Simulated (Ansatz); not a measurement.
ZnTe, pressure series

Consider ZnTe in the zinc blende structure (space group F-43m, No. 216).

```
ZnTe
1.0
    0.00000     3.08955     3.08955
    3.08955     0.00000     3.08955
    3.08955     3.08955     0.00000
Te Zn
1 1
Direct
  0.75000   0.75000   0.75000
  0.00000   0.00000   0.00000
```

Cell and atoms are relaxed at each pressure.

Method: PBE, PAW, 420 eV (Ansatz, a program for electronic structure; no SOC).

Candidates:
(a) pressure 30 GPa
(b) pressure 18 GPa
(c) pressure 1.8 GPa
(d) pressure 9 GPa

Base values:

The width of the top valence band comes out as 2.43 eV.

### Question
Order them by width of the top valence band, lowest first.

### Answer
(c) pressure 1.8 GPa (2.60 eV), (d) pressure 9 GPa (3.14 eV), (b) pressure 18 GPa (3.67 eV), (a) pressure 30 GPa (4.23 eV)

Spin-orbit coupling, missing from the scalar runs, can matter with Te. The levels and masses belong to the bands next to the band gap. Load acts through the strain it causes; cell and atoms are relaxed under it. No phonon test of stability was made. Measured, ZnTe leaves this structure (for cinnabar) near 9.5 GPa (temperature not stated; as listed in Datta, Sujoy, Jana, Debnarayan, arXiv (2020)), on rising pressure, with hysteresis.
